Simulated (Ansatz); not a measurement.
# Al(111) / 1 layer Ti(0001) / Al(111): resistance against film thickness, part 2 of 2

Aim: what a thin film of another metal adds to the resistance, first Al(111) / 1 layer Ti(0001) / Al(111).

Ansatz 0.2.0; Ansatz plane-wave DFT, LDA, PAW files; ballistic transport by layer matching (Landauer), zero bias; PAW set soft_1.

So far. Step 2 (With 1 layer): The lead's potential steps by 8.1 meV from period to period, small in itself. The program estimates the junction's conductance to 8.4 % from the k-mesh, 0 % from the leads' distance from neutral and 3.9 % from their steps. Step 3 (With 3 layers, k-mesh 15×15×1, film layers 3): The conductance of the junction is 3.8e14 S/m², 25 % under the 5.0e14 S/m² of the last finished run.

## (4) With 5 layers, k-mesh 15×15×1, film layers 5

The stack now holds 5 film layers; the k-mesh follows the cell, and the energies span -0.27 to 0.27 eV.

System of this step: Al(111) / 5 layers Ti(0001) / Al(111). The cell holds 13 atoms: 8 Al and 5 Ti. Cell: a = 2.862 Å, b = 2.862 Å, c = 31.140 Å, α = 90.0°, β = 90.0°, γ = 120.0°. It derives from Al and Ti. Regions: lead, 8 atoms (8 Al); films, 5 atoms (5 Ti). The structure is stacked along c, and the current runs across the ab planes.

input.yaml reads:

```yaml
crystal:
  lattice:
    - [2.862347037, 0.0, 0.0]
    - [-1.4311735185, 2.4788652485, 0.0]
    - [0.0, 0.0, 31.140249573]
  atoms:
    - { symbol: Al, position: [0.0, 0.0, 0.0375253346] }
    - { symbol: Al, position: [0.3333333333, 0.6666666667, 0.1125760038] }
    - { symbol: Al, position: [0.6666666667, 0.3333333333, 0.187626673] }
    - { symbol: Al, position: [0.0, 0.0, 0.2626773422] }
    - { symbol: Ti, position: [0.3333333333, 0.6666666667, 0.3401621414] }
    - { symbol: Ti, position: [0.6666666667, 0.3333333333, 0.4200810707] }
    - { symbol: Ti, position: [0.3333333333, 0.6666666667, 0.5] }
    - { symbol: Ti, position: [0.6666666667, 0.3333333333, 0.5799189293] }
    - { symbol: Ti, position: [0.3333333333, 0.6666666667, 0.6598378586] }
    - { symbol: Al, position: [0.6666666667, 0.3333333333, 0.7373226578] }
    - { symbol: Al, position: [0.0, 0.0, 0.812373327] }
    - { symbol: Al, position: [0.3333333333, 0.6666666667, 0.8874239962] }
    - { symbol: Al, position: [0.6666666667, 0.3333333333, 0.9624746654] }
kpoints:
  mp_grid: { grid: [15, 15, 1] }
hamiltonian:
  xc: lda
  pseudopotentials: { kind: paw, azcp: { folder: soft_1 }, xc_functional: pbe }
scf:
  occupations: { method: fermi_dirac, width: 0.1 }
output:
  transmission:
    leads: [[0, 1]]
    kmesh: [30, 30]
    e_range: [-0.27, 0.27]
    de: 0.036
  write_potential: true
  write_density: true
  volumetric_format: npy
```

Run with:

```
$ ansatz run input.yaml --threads 4 --pin off --max-ram 8192MiB --backend cpu --events-out ev --progress --plain --runs-dir out
```

Numbers of over 12 decimals in the logs are rounded to 6 here.

The program printed:

```text
[...]
Crystal: 13 atoms, lattice volume = 220.952 Å³
Basis set: ecut = 420 eV, 4341 PW (Γ)
Bands: 55, of which v1, the nominal top of the filled ones, is band 42 counted from 1 (41 counted from 0)
Symmetry: 6 space group operations
[...]
k-points: 27 of 225 (time reversal used)
[...]
--- Transmission ---
  basis      : 61 plane waves across, 39 finite elements along
  points     : 91, standing for a mesh of 30 x 30
[...]
filled         : 1.7 meV over the level at which it is neutral
    channels       : 1.367778e0 a spin
[...]
slowest decay  : 0.0579 /Å at (0.3000, 0.3000)
  junction   : crystal 0 to crystal 0, 0.70 to 29.50 Å
    transmission   : 2.952322e-1 a spin
[...]
resistance     : 2.6508e-3 Ω µm² beyond half of each lead's own
[key lines of the parts left out:]
SCF converged after 9 iterations
Free energy (F): -16354.633133 eV
Fermi energy:    9.624264 eV
```

The job ended after 55 s (4 threads of Arm Neoverse V1, shared host; peak memory 0.71 GiB; 3.4 min of CPU time).

This step gave:

| Quantity | Value |
| --- | --- |
| free energy | -16354.6331 eV |
| energy at zero smearing | -16354.4525 eV |
| Fermi energy | 9.624 eV |
| step of the lead's potential | 8.1 meV |
| ballistic conductance of the lead | 1.50e15 S/m² |
| estimated errors of the lead's conductance | 0, 3.9, 0 % (band edges, k-mesh, distance from neutral) |
| lead conductance per cell | 1.369 G₀ |
| conductance of the junction | 3.01e14 S/m² |
| junction conductance per cell | 0.2759 G₀ |
| estimated errors of the junction's conductance | 0.6, 0, 10.4, 14.7, 0.6 % (energy step, band edges, k-mesh, leads' steps, distance from neutral) |
| area resistance that the stack adds (contact term taken off, spin by spin) | 2.651 fΩ m² |

Per spin. The transmission, zone mean by energy, zero at the Fermi level:

| energy (eV) | transmission, zone mean |
| --- | --- |
| -0.270 | 0.278 |
| -0.234 | 0.248 |
| -0.198 | 0.214 |
| -0.162 | 0.197 |
| -0.126 | 0.190 |
| -0.090 | 0.202 |
| -0.054 | 0.226 |
| -0.018 | 0.243 |
| 0.018 | 0.295 |
| 0.054 | 0.383 |
| 0.090 | 0.317 |
| 0.126 | 0.307 |
| 0.162 | 0.317 |
| 0.198 | 0.318 |
| 0.234 | 0.321 |
| 0.270 | 0.359 |

The conductance of the junction is 3.0e14 S/m², 20 % under the 3.8e14 S/m² of the last finished run, no more than the error estimates, leads' steps apart, of 12 and 10 % together.

## (5) With 7 layers, k-mesh 15×15×1, film layers 7

The stack now holds 7 film layers; the k-mesh follows the cell, and the energies span -0.27 to 0.27 eV.

System of this step: Al(111) / 7 layers Ti(0001) / Al(111). The cell holds 15 atoms: 8 Al and 7 Ti. Its edges and angles: a = 2.862 Å, b = 2.862 Å, c = 36.118 Å, α = 90.0°, β = 90.0°, γ = 120.0°. It derives from Al and Ti. Regions: lead, 8 atoms (8 Al); films, 7 atoms (7 Ti). The structure is stacked along c, and the current runs across the ab planes.

input.yaml, the sections that differ from step 4:

```yaml
crystal:
  lattice:
    - [2.862347037, 0.0, 0.0]
    - [-1.4311735185, 2.4788652485, 0.0]
    - [0.0, 0.0, 36.1176403808]
  atoms:
    - { symbol: Al, position: [0.0, 0.0, 0.0323539487] }
    - { symbol: Al, position: [0.3333333333, 0.6666666667, 0.0970618461] }
    - { symbol: Al, position: [0.6666666667, 0.3333333333, 0.1617697436] }
    - { symbol: Al, position: [0.0, 0.0, 0.226477641] }
    - { symbol: Ti, position: [0.3333333333, 0.6666666667, 0.2932842198] }
    - { symbol: Ti, position: [0.6666666667, 0.3333333333, 0.3621894798] }
    - { symbol: Ti, position: [0.3333333333, 0.6666666667, 0.4310947399] }
    - { symbol: Ti, position: [0.6666666667, 0.3333333333, 0.5] }
    - { symbol: Ti, position: [0.3333333333, 0.6666666667, 0.5689052601] }
    - { symbol: Ti, position: [0.6666666667, 0.3333333333, 0.6378105202] }
    - { symbol: Ti, position: [0.3333333333, 0.6666666667, 0.7067157802] }
    - { symbol: Al, position: [0.6666666667, 0.3333333333, 0.773522359] }
    - { symbol: Al, position: [0.0, 0.0, 0.8382302564] }
    - { symbol: Al, position: [0.3333333333, 0.6666666667, 0.9029381539] }
    - { symbol: Al, position: [0.6666666667, 0.3333333333, 0.9676460513] }
# kpoints, hamiltonian, scf, output: as in step 4
```

The program printed:

```text
[...]
Crystal: 15 atoms, lattice volume = 256.268 Å³
Basis set: ecut = 420 eV, 5017 PW (Γ)
Bands: 69, of which v1, the nominal top of the filled ones, is band 54 counted from 1 (53 counted from 0)
Symmetry: 6 space group operations
[...]
k-points: 27 of 225 (time reversal used)
[...]
--- Transmission ---
  basis      : 61 plane waves across, 45 finite elements along
  points     : 91, standing for a mesh of 30 x 30
[...]
filled         : 5.0 meV over the level at which it is neutral
    channels       : 1.367778e0 a spin
[...]
slowest decay  : 0.0571 /Å at (0.3000, 0.3000)
  junction   : crystal 0 to crystal 0, 0.70 to 34.48 Å
    transmission   : 1.980050e-1 a spin
[...]
resistance     : 3.3086e-3 Ω µm² beyond half of each lead's own
[key lines of the parts left out:]
SCF converged after 9 iterations
Free energy (F): -21255.138101 eV
Fermi energy:    10.043843 eV
```

It took 75 s on 4 threads; peak memory 0.87 GiB.

Numbers from this step:

```yaml
free_energy: -21255.1381 eV
energy_at_zero_smearing: -21254.9224 eV
fermi_energy: 10.04 eV
step_of_the_lead_s_potential: 6.9 meV
estimated_errors_of_the_lead_s_conductance: 0, 3.9, 0.1 % (band edges, k-mesh, distance from neutral)
lead_conductance_per_cell: 1.370 G₀
conductance_of_the_junction: 2.51e14 S/m²
junction_conductance_per_cell: 0.2303 G₀
estimated_errors_of_the_junction_s_conductance: 1.1, 0, 10, 14.9, 0.8 % (energy step, band edges, k-mesh, leads' steps, distance from neutral)
area_resistance_that_the_stack_adds_contact_term_taken_off_spin_by_spin: 3.309 fΩ m²
```

Per spin. The transmission, zone mean by energy, zero at the Fermi level:

```
energy (eV)  transmission, zone mean
     -0.270                    0.247
     -0.234                    0.200
     -0.198                    0.180
     -0.162                    0.175
     -0.126                    0.188
     -0.090                    0.203
     -0.054                    0.242
     -0.018                    0.276
      0.018                    0.198
      0.054                    0.199
      0.090                    0.231
      0.126                    0.292
      0.162                    0.279
      0.198                    0.354
      0.234                    0.303
      0.270                    0.320
```

The conductance of the junction is 2.5e14 S/m², 17 % under the 3.0e14 S/m² of the last finished run, no more than the error estimates, leads' steps apart, of 10 and 10 % together.

## (6) With 9 layers, k-mesh 15×15×1, film layers 9

The stack now holds 9 film layers; the k-mesh follows the cell, and the energies span -0.27 to 0.27 eV.

System of this step: Al(111) / 9 layers Ti(0001) / Al(111). The cell holds 17 atoms: 8 Al and 9 Ti. Its edges and angles: a = 2.862 Å, b = 2.862 Å, c = 41.095 Å, α = 90.0°, β = 90.0°, γ = 120.0°. It derives from Al and Ti. Regions: lead, 8 atoms (8 Al); films, 9 atoms (9 Ti). The structure is stacked along c, and the current runs across the ab planes.

input.yaml, the sections that differ from step 5:

```yaml
crystal:
  lattice:
    - [2.862347037, 0.0, 0.0]
    - [-1.4311735185, 2.4788652485, 0.0]
    - [0.0, 0.0, 41.0950311887]
  atoms:
    - { symbol: Al, position: [0.0, 0.0, 0.0284352694] }
    - { symbol: Al, position: [0.3333333333, 0.6666666667, 0.0853058083] }
    - { symbol: Al, position: [0.6666666667, 0.3333333333, 0.1421763472] }
    - { symbol: Al, position: [0.0, 0.0, 0.1990468861] }
    - { symbol: Ti, position: [0.3333333333, 0.6666666667, 0.257761916] }
    - { symbol: Ti, position: [0.6666666667, 0.3333333333, 0.318321437] }
    - { symbol: Ti, position: [0.3333333333, 0.6666666667, 0.378880958] }
    - { symbol: Ti, position: [0.6666666667, 0.3333333333, 0.439440479] }
    - { symbol: Ti, position: [0.3333333333, 0.6666666667, 0.5] }
    - { symbol: Ti, position: [0.6666666667, 0.3333333333, 0.560559521] }
    - { symbol: Ti, position: [0.3333333333, 0.6666666667, 0.621119042] }
    - { symbol: Ti, position: [0.6666666667, 0.3333333333, 0.681678563] }
    - { symbol: Ti, position: [0.3333333333, 0.6666666667, 0.742238084] }
    - { symbol: Al, position: [0.6666666667, 0.3333333333, 0.8009531139] }
    - { symbol: Al, position: [0.0, 0.0, 0.8578236528] }
    - { symbol: Al, position: [0.3333333333, 0.6666666667, 0.9146941917] }
    - { symbol: Al, position: [0.6666666667, 0.3333333333, 0.9715647306] }
# kpoints, hamiltonian, scf, output: as in step 5
```

The program printed:

```text
[...]
Crystal: 17 atoms, lattice volume = 291.585 Å³
Basis set: ecut = 420 eV, 5705 PW (Γ)
Bands: 83, of which v1, the nominal top of the filled ones, is band 66 counted from 1 (65 counted from 0)
Symmetry: 6 space group operations
[...]
k-points: 27 of 225 (time reversal used)
[...]
--- Transmission ---
  basis      : 61 plane waves across, 51 finite elements along
  points     : 91, standing for a mesh of 30 x 30
[...]
filled         : 1.9 meV over the level at which it is neutral
    channels       : 1.367778e0 a spin
[...]
slowest decay  : 0.0579 /Å at (0.3000, 0.3000)
  junction   : crystal 0 to crystal 0, 0.70 to 39.46 Å
    transmission   : 1.445201e-1 a spin
[...]
resistance     : 5.0049e-3 Ω µm² beyond half of each lead's own
[key lines of the parts left out:]
SCF converged after 10 iterations
Free energy (F): -26155.628763 eV
Fermi energy:    10.357472 eV
```

The job ended after 96 s (4 threads; peak memory 1.1 GiB; 6.1 min of CPU time).

Numbers from this step:

| Property | Result |
| --- | --- |
| free energy | -26155.6288 eV |
| energy at zero smearing | -26155.3679 eV |
| Fermi energy | 10.36 eV |
| step of the lead's potential | 7.1 meV |
| estimated errors of the lead's conductance | 0, 3.9, 0 % (band edges, k-mesh, distance from neutral) |
| lead conductance per cell | 1.369 G₀ |
| conductance of the junction | 1.76e14 S/m² |
| junction conductance per cell | 0.1614 G₀ |
| estimated errors of the junction's conductance | 0.6, 0, 14.3, 23.8, 0 % (energy step, band edges, k-mesh, leads' steps, distance from neutral) |
| area resistance that the stack adds (contact term taken off, spin by spin) | 5.005 fΩ m² |

Per spin. Transmission, zone mean against energy, zero at the Fermi level:

```csv
energy (eV),"transmission, zone mean"
-0.270,0.236
-0.234,0.180
-0.198,0.172
-0.162,0.166
-0.126,0.189
-0.090,0.226
-0.054,0.180
-0.018,0.130
0.018,0.145
0.054,0.175
0.090,0.210
0.126,0.330
0.162,0.281
0.198,0.306
0.234,0.306
0.270,0.351
```

The conductance of the junction is 1.8e14 S/m², 30 % under the 2.5e14 S/m² of the last finished run.

## (7) All levels side by side

Times are for 4 threads of Arm Neoverse V1, shared host. The runs compared:

```csv
no.,film layers,"area resistance that the stack adds (contact term taken off, spin by spin) (fΩ m²)",conductance of the junction (S/m²),time,memory (GiB)
1,1,1.323,5.02e14,63 s,0.52
2,3,1.991,3.76e14,41 s,0.52
3,5,2.651,3.01e14,55 s,0.71
4,7,3.309,2.51e14,75 s,0.87
5,9,5.005,1.76e14,96 s,1.1
```

## (8) With 3 layers

The run is repeated with changed settings as a check of sensitivity.

This step: Ansatz plane-wave DFT, LDA, PAW files; ballistic transport by layer matching (Landauer), zero bias; changed: output.transmission.kmesh = [15, 15], output.transmission.kmesh = [15, 15]; PAW set soft_1 (Ansatz 0.2.0).

System of this step: Al(111) / 3 layers Ti(0001) / Al(111). The cell holds 11 atoms: 8 Al and 3 Ti. Cell: a = 2.862 Å, b = 2.862 Å, c = 26.163 Å, α = 90.0°, β = 90.0°, γ = 120.0°. It derives from Al and Ti. Regions: lead, 8 atoms (8 Al); films, 3 atoms (3 Ti). The structure is stacked along c, and the current runs across the ab planes.

input.yaml reads:

```yaml
crystal:
  lattice:
    - [2.862347037, 0.0, 0.0]
    - [-1.4311735185, 2.4788652485, 0.0]
    - [0.0, 0.0, 26.1628587651]
  atoms:
    - { symbol: Al, position: [0.0, 0.0, 0.044664396] }
    - { symbol: Al, position: [0.3333333333, 0.6666666667, 0.133993188] }
    - { symbol: Al, position: [0.6666666667, 0.3333333333, 0.22332198] }
    - { symbol: Al, position: [0.0, 0.0, 0.3126507721] }
    - { symbol: Ti, position: [0.3333333333, 0.6666666667, 0.4048767787] }
    - { symbol: Ti, position: [0.6666666667, 0.3333333333, 0.5] }
    - { symbol: Ti, position: [0.3333333333, 0.6666666667, 0.5951232213] }
    - { symbol: Al, position: [0.6666666667, 0.3333333333, 0.6873492279] }
    - { symbol: Al, position: [0.0, 0.0, 0.77667802] }
    - { symbol: Al, position: [0.3333333333, 0.6666666667, 0.866006812] }
    - { symbol: Al, position: [0.6666666667, 0.3333333333, 0.955335604] }
kpoints:
  mp_grid: { grid: [15, 15, 1] }
hamiltonian:
  xc: lda
  pseudopotentials: { kind: paw, azcp: { folder: soft_1 }, xc_functional: pbe }
scf:
  occupations: { method: fermi_dirac, width: 0.1 }
output:
  transmission:
    leads: [[0, 1]]
    kmesh: [15, 15]
    e_range: [-0.27, 0.27]
    de: 0.036
  write_potential: true
  write_density: true
  volumetric_format: npy
```

The program printed:

```text
[...]
Crystal: 11 atoms, lattice volume = 185.635 Å³
Basis set: ecut = 420 eV, 3639 PW (Γ)
Bands: 41, of which v1, the nominal top of the filled ones, is band 30 counted from 1 (29 counted from 0)
Symmetry: 6 space group operations
[...]
k-points: 27 of 225 (time reversal used)
[...]
SCF iter   1: F=—  HF=-11467.026147 eV  |F-HF|=—  |Δ(HF+E_count)|=         —  Δρ=9.60e-2  dr2=1.44e3  ethr=3.10e-3  ⟨swp⟩=7.7  Hψ=4865  notcnv=0
[...]
SCF iter  10: F=-11454.161387 eV  HF=-11454.161387 eV  |F-HF|=1.05e-8  |Δ(HF+E_count)|=  2.04e-10  Δρ=8.24e-7  dr2=1.09e-8  ethr=1.67e-10  ⟨swp⟩=7.4  Hψ=3624  notcnv=0
SCF 1 converged in 10 iterations: F = -11454.161387 eV  dr2 = 1.09e-8
[...]
transmission: 93 of 891 steps passed
transmission: 184 of 891 steps passed
[...]
transmission: 891 of 891 steps passed
SCF converged after 10 iterations
Free energy (F): -11454.161387 eV
[...]
Internal energy: -11453.908214 eV  (E = F + TS)
E sigma→0 (E₀):  -11454.034801 eV
Entropy (-TS):   -0.253173 eV (-23.016 meV/atom)
Fermi energy:    9.039050 eV
[...]
--- Band table (eV; the first three rows and the last of 27) ---
  k-point 0: bands = [... 26 lower, 8.9534, 9.2296, 10.0013, 10.0013, 10.0638, 10.0638, 10.0715, 10.2361, ... 7 higher]
  k-point 1: bands = [... 26 lower, 8.8943, 9.2454, 9.9036, 9.9744, 10.0915, 10.0931, 10.1484, 10.1661, ... 7 higher]
  k-point 2: bands = [... 26 lower, 8.7515, 9.2670, 9.6795, 9.7401, 9.9713, 10.1828, 10.3502, 10.3851, ... 7 higher]
  k-point 26: bands = [... 26 lower, 7.7586, 7.8482, 8.0381, 8.0436, 8.0680, 8.0975, 8.1234, 8.6379, ... 7 higher]
--- Transmission ---
  basis      : 61 plane waves across, 33 finite elements along
  points     : 27, standing for a mesh of 15 x 15
[...]
filled         : 47.2 meV under the level at which it is neutral
    channels       : 1.311111e0 a spin
[...]
slowest decay  : 0.0899 /Å at (0.3333, 0.3333)
  junction   : crystal 0 to crystal 0, 0.70 to 24.52 Å
    transmission   : 2.711115e-1 a spin
    conductance    : 3.0886e14 S/m² at 300 K (3.1138e14 on every other energy)
[...]
resistance     : 2.5412e-3 Ω µm² beyond half of each lead's own
```

Elapsed: 17 s, on 4 threads; peak memory 0.52 GiB.

Residual by cycle:

cycle, log10 residual and a bar from the least value:
```
        1        3.2 ##############################
        2        2.7 #############################
        3        0.8 ########################
        4       -0.8 ###################
        5       -0.8 ###################
        6       -2.6 ##############
        7       -4.2 ##########
        8       -5.0 ########
        9       -6.3 ####
       10       -8.0
```

The run finished with changed settings (output.transmission.kmesh = [15, 15] and output.transmission.kmesh = [15, 15]); it serves as a test.

Side by side:

```csv
quantity,this run,sound run,difference
ballistic conductance of the lead (S/m²),1.436e15,1.494e15,-5.8e13
lead conductance per cell (G₀),1.3149,1.3683,-0.0534
conductance of the junction (S/m²),3.089e14,3.759e14,-6.7e13
junction conductance per cell (G₀),0.28284,0.34424,-0.0614
"area resistance that the stack adds (contact term taken off, spin by spin) (fΩ m²)",2.5412,1.9909,0.550
```

The two runs differ clearly in the area resistance that the stack adds (contact term taken off, spin by spin): 2.54 fΩ m² against 1.99 fΩ m².

## (9) Results

| Property | Result |
| --- | --- |
| area resistance, 1 layer | 1.32 fΩ m² |
| area resistance, 3 layers | 1.99 fΩ m² |
| area resistance, 5 layers | 2.65 fΩ m² |
| area resistance, 7 layers | 3.31 fΩ m² |
| area resistance, 9 layers | 5.00 fΩ m² |

The stack adds 1.3 fΩ m² with 1 layer and 5.0 fΩ m² with 9. From 3 to 9 layers it grows by 151 %; nothing scatters inside a perfect film, so this is no ohmic growth, and the error estimates, with the leads' steps, cover part of it. Atoms sit on ideal sites and aren't relaxed. The program's error estimates for the conductances, leads' steps apart, run from 8.4 to 14 %. The program's estimate of the error from the leads' steps alone runs to 24 %, although the steps are small; only longer leads would test it. Ti(0001) is compressed by 3.0 % in plane to fit Al(111).

[Logs are printed without paths, hosts, clocks, repeated set-up lines and the standing remarks that a program may print on its own settings, such as how far it seeks lower states.]

[Hosts, paths, dates, database ids (printed as entryN), source tags and the programs' standing remarks are cut or masked in the printed files.]
